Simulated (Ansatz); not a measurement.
The elements of this relaxed crystal are hidden behind letters.

```
lattice vectors (Å)
   2.5948    1.4981    4.6722
  -2.5948    1.4981    4.6722
   0.0000   -2.9962    4.6722
fractional positions
X 0.7184 0.7184 0.7184
X 0.2184 0.2184 0.2184
Z 0.9996 0.9996 0.9996
Z 0.4996 0.4996 0.4996
Q 0.2788 0.6420 0.8896
Q 0.6420 0.8896 0.2788
Q 0.8896 0.2788 0.6420
Q 0.3896 0.1420 0.7788
Q 0.7788 0.3896 0.1420
Q 0.1420 0.7788 0.3896
```

Computed with DFT PBE, scalar-relativistic, plane waves, PAW (Ansatz). Plane waves to 420 eV, a 6×6×6 mesh through Γ for the 10-atom cell and 0.02 eV Gaussian smearing; no spin polarisation.

```
Space group                               : R3c (No. 161)
Conventional cell                         : a = 5.190 Å, c = 14.017 Å
Volume per atom                           : 10.90 Å³
Density                                   : 4.51 g/cm³
Formation energy                          : −2.573 eV/atom
Gap on the 6×6×6 mesh of the 10-atom cell : 3.57 eV
```

Energies are uncorrected and count from the elements' standard states at the same level.

Question: X is an s-block element of period 2, Z is a d-block element of period 5 and Q is a p-block element of period 2. Which elements are they?

Answer: X = Li, Z = Nb, Q = O, so the formula is LiNbO3, here in the lithium niobate type. Density times volume gives a mean mass of 4.51 × 10.90/1.6605 = 29.6 u per atom, and this set has 29.6 u. Li is surrounded by 3 O at 2.08 Å, 3 O at 2.27 Å and 4 Nb at 3.07–3.08 Å; Nb has 3 O at 1.88 Å, 3 O at 2.16 Å and 4 Li at 3.07–3.08 Å; O is surrounded by 1 Nb at 1.88 Å, 1 Li at 2.08 Å, 1 Nb at 2.16 Å and 1 Li at 2.27 Å. Other sets within the hints have nearly the same mass, so mass alone doesn't settle it; this one was computed.

Kohn–Sham gaps at this level usually fall short of measured ones. A structure relaxed within its symmetry needn't be a true minimum.
